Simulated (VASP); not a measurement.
# Settings for Pt: self-consistent run

Pt, Fm-3m (no. 225), 1 atom in the cell. PBE; PAW potentials Pt (PBE set). VASP 6.6.1.

Wanted: energy within 1 meV/atom; forces within 0.005 eV/Å; pressure within 0.1 GPa.

POSCAR:
```
Pt
1.0
    0.0000000000      1.9609000000      1.9609000000
    1.9609000000      0.0000000000      1.9609000000
    1.9609000000      1.9609000000      0.0000000000
Pt
1
Direct
    0.0000000000      0.0000000000      0.0000000000
```

## One numerical tag moved

| One numerical tag moved | Energy less reference (meV/atom) | Forces, largest deviation (eV/Å) | Pressure (GPa) | SCF iterations | Time (s) |
|---|---|---|---|---|---|
| default | 0.0 | 0.0000 | 9.52 | 11 | 4.2 |
| LMAXPAW = 0 | -3.5 | 0.0000 | 9.53 | 11 | 3.9 |
| WEIMIN = 0.0 | 0.0 | 0.0000 | 9.52 | 11 | 4.2 |
| DEPER = 0.6 | 0.0 | 0.0000 | 9.52 | 11 | 4.4 |
| LDIAG = F | 0.0 | 0.0000 | 9.52 | 11 | 4.7 |
| RANDOM_GENERATOR = pcg_32 | 0.0 | 0.0000 | 9.52 | 11 | 4.2 |
| NDAV = 2 | 0.0 | 0.0000 | 9.52 | 11 | 3.9 |
| NDAV = 8 | 0.0 | 0.0000 | 9.52 | 11 | 3.8 |
| LASYNC = T | 0.0 | 0.0000 | 9.52 | 11 | 3.9 |

## Question

For each series: keep the first row unless others stay within half of the tolerance and take at least 30 % less time, and then take the fastest.

## Answer

- one numerical tag moved: default

## The input

INCAR:
```
SYSTEM = Pt
PREC     = Accurate       ! precision mode
ENCUT    = 520            ! plane-wave cutoff, eV
EDIFF    = 1E-7           ! SCF threshold, eV
ISMEAR   = 1              ! smearing method
SIGMA    = 0.1            ! smearing width, eV
LREAL    = .FALSE.        ! projectors in reciprocal space
LASPH    = .TRUE.         ! aspherical terms in the spheres
ALGO     = Normal         ! electronic algorithm
NELM     = 100            ! most SCF steps
ISIF     = 2              ! what is computed and relaxed
LWAVE    = .FALSE.        ! write WAVECAR
LCHARG   = .FALSE.        ! write CHGCAR
```

KPOINTS:
```
k-points
0
Gamma
  10 10 10
```

Commands:
```
cat potpaw_PBE.64/Pt/POTCAR > POTCAR
mpirun -np 1 vasp_std > vasp.out
```

The chosen input took VASP 6.6.1 4.2 s on 1 core (Intel Xeon 6975P-C (Granite Rapids)), a shared host.

## An input that fails: LMAXPAW = -1 without LASPH

It runs to its end, but against the unchanged starting input it is off by 67.3 meV/atom in the energy, 0.0000 eV/Å in the forces, 0.67 GPa in the pressure.

Changes against the starting input:
```
- LASPH = True
+ LASPH = False
+ LMAXPAW = -1
```
